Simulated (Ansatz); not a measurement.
# Ga8P8H: the cost of one run

Method: DFT PBE, scalar-relativistic, plane waves, PAW, in Ansatz 0.2.0.

1 further run of the same task is left out (set aside as unsound or not needed).

### Step 1. The system as given

It takes space group F-43m (No. 216, cubic). The conventional cell has a = 5.505 Å, b = 5.505 Å, c = 5.505 Å, α = 90.00°, β = 90.00°, γ = 90.00°. Around Ga (site symmetry -43m) lie 4 P at 2.38 Å. P (site symmetry -43m) is surrounded by 4 Ga at 2.38 Å.

As a file:

```
Ga P
1.0
     0.00000    2.75256    2.75256
     2.75256    0.00000    2.75256
     2.75256    2.75256    0.00000
Ga P
1 1
Cartesian
  0.0000 0.0000 0.0000
  1.3763 1.3763 1.3763
```

It goes back to an entry of the Materials Project.

It is the result of an earlier relaxation at this level (volume 20.85 Å³/atom; gap on the mesh: 1.58 eV).

The host's static dielectric tensor, from an earlier linear-response run, has a mean of 12.85.

The perfect supercell (rows 0 -2 2; 0 0 2; -2 0 2 in vectors of this cell) comes from an earlier run at this level (16 atoms, E(σ→0) -36299.0318 eV, gap 1.44 eV on its own mesh).

### Step 2. Making the defect

The extra atom is put at (0.750, 0.750, 0.750) of the supercell, the middle of a void of radius 2.38 Å. The other atoms start on their ideal sites. Its neighbours are 4 P at 2.38 Å, 6 Ga at 2.75 Å.

### Step 3. Charge state 0

File input.yaml:

```yaml
crystal:
  lattice:
    - [0.0, 5.5051169764, -5.5051169764]
    - [5.5051169764, 5.5051169764, 0.0]
    - [5.5051169764, 0.0, -5.5051169764]
  atoms:
    - { symbol: Ga, position: [0.5, 0.5, 0.0], spin: 0.091 }
    - { symbol: Ga, position: [0.5, 0.0, 0.0], spin: 0.091 }
    - { symbol: Ga, position: [1.0, 0.5, 0.0], spin: 0.091 }
    - { symbol: Ga, position: [1.0, 0.0, 0.0] }
    - { symbol: Ga, position: [0.5, 0.5, 0.5] }
    - { symbol: Ga, position: [0.5, 0.0, 0.5], spin: 0.091 }
    - { symbol: Ga, position: [1.0, 0.5, 0.5], spin: 0.091 }
    - { symbol: Ga, position: [1.0, 0.0, 0.5], spin: 0.091 }
    - { symbol: P, position: [0.375, 0.375, 0.375] }
    - { symbol: P, position: [0.375, 0.875, 0.375] }
    - { symbol: P, position: [0.875, 0.375, 0.375] }
    - { symbol: P, position: [0.875, 0.875, 0.375], spin: 0.091 }
    - { symbol: P, position: [0.375, 0.375, 0.875] }
    - { symbol: P, position: [0.375, 0.875, 0.875], spin: 0.091 }
    - { symbol: P, position: [0.875, 0.375, 0.875], spin: 0.091 }
    - { symbol: P, position: [0.875, 0.875, 0.875], spin: 0.091 }
    - { symbol: H, position: [0.75, 0.75, 0.75], spin: 0.091 }
  host:
    lattice:
      - [0.0, 2.7525584882, 2.7525584882]
      - [2.7525584882, 0.0, 2.7525584882]
      - [2.7525584882, 2.7525584882, 0.0]
    atoms:
      - { symbol: Ga, position: [0.0, 0.0, 0.0] }
      - { symbol: P, position: [0.25, 0.25, 0.25] }
basis:
  ecutwfc: 420
  xc_grid: 2
kpoints:
  mp_grid: { grid: [1, 1, 1], shift: [0.0, 0.0, 0.0] }
hamiltonian:
  xc: pbe
scf:
  occupations: { method: gaussian, width: 0.01 }
output:
  forces: true
  stress: false
  eigenvalues: true
  populations: true
  charged_corrections:
    defect_position: [0.75, 0.75, 0.75]
    epsilon: [[12.8535, 0.0, 0.0], [0.0, 12.8535, 0.0], [0.0, 0.0, 12.8535]]
magnetization:
  spin_polarized: true
relax:
  adjacent_minimum: "off"
  f_tol: 0.025
  max_steps: 45
```

On the command line:

```bash
$ ansatz run input.yaml --threads 4 --pin off --max-ram 8192MiB --backend cpu --events-out ev --progress --plain --runs-dir out
```

**Question.** How long does this run take on 4 threads of Intel Xeon Platinum 8259CL at 2.50GHz (Skylake/Cascade Lake), shared host, and how much memory does it need?

About 9 s, with a peak of 0.64 GiB.
